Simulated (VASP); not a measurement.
# CdSe (F-43m) in VASP: Born charges and dielectric tensor with LDA

Aim: the Born charges and dielectric tensor of CdSe with LDA.

Program: VASP 6.6.1. These are calculated values, not measurements. Logs are shortened: lines on timing, memory, paths and dates and some standing lists are left out, and cuts for length are marked.

## 1. The crystal as given

Symmetry: F-43m, No. 216, cubic system. The conventional cell has a = 6.023 Å, b = 6.023 Å, c = 6.023 Å, α = 90.00°, β = 90.00°, γ = 90.00°. Cd (site symmetry -43m) has 4 Se at 2.61 Å as nearest neighbours. Se (site symmetry -43m) is surrounded by 4 Cd at 2.61 Å.

Measurements of this composition are mostly on another form, of space group No. 186.

## 2. Born charges and dielectric tensor, LDA

Contents of INCAR:

```
ALGO     = Fast           # electronic algorithm
EDIFF    = 1E-8           # SCF threshold, eV
ENCUT    = 600            # plane-wave cutoff, eV
GGA      = CA             # functional
IBRION   = 8              # ionic algorithm
ISIF     = 2              # what is computed and relaxed
ISMEAR   = 0              # smearing method
LASPH    = True           # aspherical terms in the spheres
LCHARG   = False          # write CHGCAR
LEPSILON = True           # dielectric tensor by DFPT
LREAL    = False          # projectors in reciprocal space
LWAVE    = False          # write WAVECAR
NELM     = 60             # most SCF steps
NSW      = 1              # ionic steps
PREC     = Accurate       # precision mode
SIGMA    = 0.02           # smearing width, eV
```

Contents of KPOINTS:

```
k-points
0
Gamma
  4 4 4
```

Contents of POSCAR:

```
CdSe
1.0
    0.0000000000      3.0113700000      3.0113700000
    3.0113700000      0.0000000000      3.0113700000
    3.0113700000      3.0113700000      0.0000000000
Cd Se
1 1
Direct
    0.0000000000      0.0000000000      0.0000000000
    0.2500000000      0.2500000000      0.2500000000
```

Potentials or basis: VASP PAW LDA potentials, release 64 (Cd, Se).

The run is started by

```bash
cat potpaw_LDA.64/Cd/POTCAR potpaw_LDA.64/Se/POTCAR > POTCAR
mpirun -np 1 vasp_std > vasp.out
```

OUTCAR:

```text
EDIFF = 1E-8
   ENCUT = 600
   GGA = CA
   IBRION = 8
   ISIF = 2
   ISMEAR = 0
   LASPH = True
   LEPSILON = True
   LREAL = False
   NELM = 60
   NSW = 1
   PREC = Accurate

 ion  position               nearest neighbor table
   1  0.000  0.000  0.000-   2 2.61   2 2.61   2 2.61   2 2.61
   2  0.250  0.250  0.250-   1 2.61   1 2.61   1 2.61   1 2.61

  LATTYP: Found a face centered cubic cell.
 ALAT       =     6.0227400000

  Lattice vectors:

 A1 = (   0.0000000000,   3.0113700000,   3.0113700000)
 A2 = (   3.0113700000,   0.0000000000,   3.0113700000)
 A3 = (   3.0113700000,   3.0113700000,   0.0000000000)

Analysis of symmetry for initial positions (statically):
=====================================================================
 Subroutine PRICEL returns:
 Original cell was already a primitive cell.

 Routine SETGRP: Setting up the symmetry group for a
 face centered cubic supercell.

 Subroutine GETGRP returns: Found 24 space group operations
 (whereof 24 operations were pure point group operations)
 out of a pool of 48 trial point group operations.

The static configuration has the point symmetry T_d .

Analysis of symmetry for dynamics (positions and initial velocities):
=====================================================================
 Subroutine PRICEL returns:
 Original cell was already a primitive cell.

 Routine SETGRP: Setting up the symmetry group for a
 face centered cubic supercell.

 Subroutine GETGRP returns: Found 24 space group operations
 (whereof 24 operations were pure point group operations)
 out of a pool of 48 trial point group operations.

The dynamic configuration has the point symmetry T_d .

 Subroutine INISYM returns: Found 24 space group operations
 (whereof 24 operations are pure point group operations),
 and found     1 'primitive' translations

----------------------------------------------------------------------------------------

                                     Primitive cell

  volume of cell :      54.6163

  direct lattice vectors                    reciprocal lattice vectors
     0.000000000  3.011370000  3.011370000    -0.166037385  0.166037385  0.166037385
     3.011370000  0.000000000  3.011370000     0.166037385 -0.166037385  0.166037385
     3.011370000  3.011370000  0.000000000     0.166037385  0.166037385 -0.166037385

  length of vectors
     4.258720295  4.258720295  4.258720295     0.287585187  0.287585187  0.287585187

  position of ions in fractional coordinates (direct lattice)
     0.000000000  0.000000000  0.000000000
     0.250000000  0.250000000  0.250000000

  ion indices of the primitive-cell ions
   primitive index   ion index
                 1           1
                 2           2

----------------------------------------------------------------------------------------

 KPOINTS: k-points

Automatic generation of k-mesh.
 Grid dimensions read from file:
 generate k-points for:    4    4    4

 Generating k-lattice:
[... 260 lines left out ...]

 Free energy of the ion-electron system (eV)
  ---------------------------------------------------
  ---------------------------------------------------
  free energy    TOTEN  =       -19.29509437 eV

  energy without entropy =      -19.29509437

------------------------ aborting loop because EDIFF is reached ----------------------------------------

--------------------------------------- Ionic step        2  -------------------------------------------

------------------------ aborting loop because EDIFF is reached ----------------------------------------

--------------------------------------- Ionic step        3  -------------------------------------------

------------------------ aborting loop because EDIFF is reached ----------------------------------------

 PIEZOELECTRIC TENSOR FIELD DIRECTION 3  (e Angst)
 -----------------------------------------------------------------------------
    -0.00018 -7.31128  0.00000           (  0.00000  0.08911  0.00000)
    -7.31128 -0.00018  0.00000           (  0.08911  0.00000  0.00000)
     0.00000  0.00000 -0.00006           (  0.00000  0.00000 -0.00000)

 PIEZOELECTRIC TENSOR FIELD DIRECTION 3  (C/m^2)
 -----------------------------------------------------------------------------
    -0.00005 -2.14477  0.00000
    -2.14477 -0.00005  0.00000
     0.00000  0.00000 -0.00002

--------------------------------------- Ionic step        4  -------------------------------------------

------------------------ aborting loop because EDIFF is reached ----------------------------------------

[... ionic steps 5 to 6 ...]

--------------------------------------- Ionic step        7  -------------------------------------------

 Free energy of the ion-electron system (eV)
  ---------------------------------------------------
  ---------------------------------------------------
  free energy    TOTEN  =        -0.08480685 eV

  energy without entropy =       -0.08480685

------------------------ aborting loop because EDIFF is reached ----------------------------------------

 INTERNAL STRAIN TENSOR  FOR ION    2  DIRECTION 1   (eV/Angst):
 -----------------------------------------------------------------------------
     0.00465  0.00000 -0.00000
    -0.00000  0.00108 -6.62532
     0.00000 -6.62532  0.00108

 MACROSCOPIC STATIC DIELECTRIC TENSOR (including local field effects in DFT)
 ------------------------------------------------------
         125.642352    -0.000000     0.000000
           0.000000   125.642352    -0.000000
           0.000000     0.000000   125.642352
 ------------------------------------------------------

 PIEZOELECTRIC TENSOR (including local field effects)  for field in x, y, z        (e  Angst)
          XX          YY          ZZ          XY          YZ          ZX
  --------------------------------------------------------------------------------
  x    -0.00000     0.00000     0.00000     0.00000    -7.36007    -0.00000
  y    -0.00000    -0.00000    -0.00000    -0.00000     0.00000    -7.36007
  z     0.00000     0.00000    -0.00000    -7.36007     0.00000     0.00000

 PIEZOELECTRIC TENSOR (including local field effects)  for field in x, y, z        (C/m^2)
          XX          YY          ZZ          XY          YZ          ZX
  --------------------------------------------------------------------------------
  x    -0.00000     0.00000     0.00000     0.00000    -2.15909    -0.00000
  y    -0.00000    -0.00000    -0.00000    -0.00000     0.00000    -2.15909
  z     0.00000     0.00000    -0.00000    -2.15909     0.00000     0.00000

 BORN EFFECTIVE CHARGES (including local field effects) (in |e|, cummulative output)
 ---------------------------------------------------------------------------------
 ion    1
    1     4.50950     0.00000    -0.00000
    2    -0.00000     4.50950     0.00000
    3     0.00000     0.00000     4.50950
 ion    2
    1    -4.50950     0.00000     0.00000
    2     0.00000    -4.50950    -0.00000
    3    -0.00000    -0.00000    -4.50950

 INTERNAL STRAIN TENSOR FOR ION    2 for displacements in x,y,z  (eV/Angst):
          X           Y           Z          XY          YZ          ZX
  --------------------------------------------------------------------------------
  x     0.00000     0.00000     0.00000    -0.00000    -6.62532    -0.00000
  y     0.00000    -0.00000     0.00000    -0.00000    -0.00000    -6.62532
  z     0.00000     0.00000     0.00000    -6.62532    -0.00000    -0.00000

 SECOND DERIVATIVES (NOT SYMMETRIZED)
 ------------------------------------
               1X          1Y          1Z          2X          2Y          2Z
  1X    -5.273237    0.000000    0.000000    5.273237    0.000000    0.000000
  1Y     0.000000   -5.273237    0.000000    0.000000    5.273237    0.000000
  1Z     0.000000    0.000000   -5.273237    0.000000    0.000000    5.273237
  2X     5.247820    0.000000    0.000000   -5.247820    0.000000    0.000000
  2Y     0.000000    5.247820    0.000000    0.000000   -5.247820    0.000000
  2Z     0.000000    0.000000    5.247820    0.000000    0.000000   -5.247820

 Eigenvectors and eigenvalues of the dynamical matrix
 ----------------------------------------------------

   1 f  =    5.263857 THz    33.073789 2PiTHz  175.583367 cm-1    21.769553 meV
             X         Y         Z           dx          dy          dz
      0.000000  0.000000  0.000000     0.643252   -0.000000   -0.000000
      1.505685  1.505685  1.505685    -0.765654    0.000000   -0.000000
[... 21 lines left out ...]
   6 f/i=    0.006263 THz     0.039352 2PiTHz    0.208911 cm-1     0.025902 meV
             X         Y         Z           dx          dy          dz
      0.000000  0.000000  0.000000    -0.118140    0.699326    0.288465
      1.505685  1.505685  1.505685    -0.099254    0.587528    0.242349

--------------------------------------------------------------------------------------------------------

 MACROSCOPIC STATIC DIELECTRIC TENSOR IONIC CONTRIBUTION
 ------------------------------------------------------
          12.807639    -0.000000     0.000000
          -0.000000    12.807639     0.000000
           0.000000     0.000000    12.807639
 ------------------------------------------------------

 ELASTIC MODULI CONTR FROM IONIC RELAXATION (kBar)
 Direction    XX          YY          ZZ          XY          YZ          ZX
 --------------------------------------------------------------------------------
 XX          -0.0000     -0.0000     -0.0000      0.0000      0.0000      0.0000
 YY          -0.0000     -0.0000     -0.0000      0.0000      0.0000     -0.0000
 ZZ          -0.0000     -0.0000     -0.0000      0.0000      0.0000      0.0000
 XY           0.0000      0.0000      0.0000   -249.1959      0.0000     -0.0000
 YZ           0.0000      0.0000      0.0000      0.0000   -249.1959     -0.0000
 ZX           0.0000     -0.0000      0.0000     -0.0000     -0.0000   -249.1959
 --------------------------------------------------------------------------------

 PIEZOELECTRIC TENSOR IONIC CONTR  for field in x, y, z        (C/m^2)
          XX          YY          ZZ          XY          YZ          ZX
  --------------------------------------------------------------------------------
  x    -0.00000    -0.00000    -0.00000    -0.00000     1.68104     0.00000
  y    -0.00000     0.00000    -0.00000     0.00000    -0.00000     1.68104
  z    -0.00000    -0.00000    -0.00000     1.68104     0.00000     0.00000
```

Wall time 82 s (1 thread of Intel Xeon 6975P-C (Granite Rapids), shared host); peak memory 0.23 GiB.

Results:

| Quantity | Value |
| --- | --- |
| Band gap on the k mesh | 0.40 eV, direct |
| Electronic dielectric tensor (diagonal) | 125.64 |
| Born charges (mean of the diagonal) | Cd +4.51; Se -4.51 e |
| Highest phonon frequency at Γ, LO-TO splitting left out | 176 cm⁻¹ |

Phonon frequencies in cm⁻¹ (negative: imaginary):
| q point | frequencies |
| --- | --- |
| (0.000, 0.000, 0.000) | 0 0 0 176 176 176 |

Electronic dielectric tensor:
```
125.64   0.00   0.00
  0.00 125.64   0.00
  0.00   0.00 125.64
```

Born effective charge tensors (e):
atom 1, Cd
```
4.51 0.00 0.00
0.00 4.51 0.00
0.00 0.00 4.51
```
atom 2, Se
```
-4.51  0.00  0.00
 0.00 -4.51  0.00
 0.00  0.00 -4.51
```

Caveat: the k mesh is coarse (spacing up to 0.45 Å⁻¹), so the values aren't converged; the gap is small at this level, which inflates the dielectric constant.
